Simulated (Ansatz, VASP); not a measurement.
Two plane-wave programs on Mg

File INCAR:

```
PREC     = Accurate       # precision mode
ENCUT    = 600            # plane-wave cutoff, eV
EDIFF    = 1E-6           # SCF threshold, eV
ISMEAR   = -1             # smearing method
SIGMA    = 0.05           # smearing width, eV
LREAL    = False          # projectors in reciprocal space
LASPH    = True           # aspherical terms in the spheres
NELM     = 60             # most SCF steps
ALGO     = Normal         # electronic algorithm
ISIF     = 3              # what is computed and relaxed
LWAVE    = False          # write WAVECAR
LCHARG   = False          # write CHGCAR
GGA      = PS             # functional
IBRION   = 2              # ionic algorithm
NSW      = 60             # ionic steps
EDIFFG   = -0.01          # ionic threshold
```

KPOINTS

```
Automatic mesh
0
Gamma
  10 10 3
```

Contents of POSCAR:

```
Mg
1.0
    3.1768261656      0.0000000000      0.0000000000
   -1.5884130828      2.7512121628      0.0000000000
    0.0000000000      0.0000000000     10.3188620100
Mg
4
Direct
    0.6666666667      0.3333333333      0.7500000000
    0.0000000000      0.0000000000      0.5000000000
    0.3333333333      0.6666666667      0.2500000000
    0.0000000000      0.0000000000      0.0000000000
```

The input input.yaml:

```yaml
crystal:
  lattice:
    - [3.1768261656, 0.0, 0.0]
    - [-1.5884130828, 2.7512121628, 0.0]
    - [0.0, 0.0, 10.31886201]
  atoms:
    - { symbol: Mg, position: [0.6666666667, 0.3333333333, 0.75] }
    - { symbol: Mg, position: [0.0, 0.0, 0.5] }
    - { symbol: Mg, position: [0.3333333333, 0.6666666667, 0.25] }
    - { symbol: Mg, position: [0.0, 0.0, 0.0] }
hamiltonian:
  xc: pbesol
  pseudopotentials: { kind: paw }
kpoints:
  mp_grid: { grid: [10, 10, 3] }
scf:
  occupations: { method: fermi_dirac, width: 0.05 }
output:
  forces: true
  stress: true
  eigenvalues: true
  write_density: true
  write_potential: true
  elf: true
  volumetric_format: npy
relax:
  f_tol: 0.01
  max_steps: 40
  cell: { stress_tol: 0.05 }
```

Alike in both runs: task relaxation of cell and atoms; functional PBEsol; k mesh 10 × 10 × 3; occupations fermi-dirac, width 0.05 eV; no spin polarisation.

```csv
,VASP,Ansatz
version,VASP 6.6.1,Ansatz 0.2.0
potentials or method,"VASP PAW PBE potentials, release 64 (Mg)",Ansatz PAW
plane-wave cutoff (eV),600,420
valence electrons in the cell,8,40
```

Ansatz gave:

| Property | Result |
| --- | --- |
| gap on the k mesh at the Fermi level, each at its own relaxed structure (eV) | none |
| relaxed volume (Å³/atom) | 22.66 |
| relaxed cell length with the largest relative difference (Å) | 10.446 |

Q: What did VASP give for the same quantities?

A: gap on the k mesh at the Fermi level, each at its own relaxed structure (eV): none; relaxed volume (Å³/atom): 22.64; relaxed cell length with the largest relative difference (Å): 10.442.

A gap of «none» marks a metal or a gap that the smearing closes. The two sets of potentials don't hold the same shells in valence.

Caveats: the PAW data sets were made with another functional, which shifts forces and pressure a little (VASP); the plane-wave basis is chosen anew once the cell has moved, so the energies of steps on either side of that aren't comparable (Ansatz); the PAW data sets come from PBE, with cores solved anew for the run's functional, which leaves a small shift of forces and pressure (Ansatz).
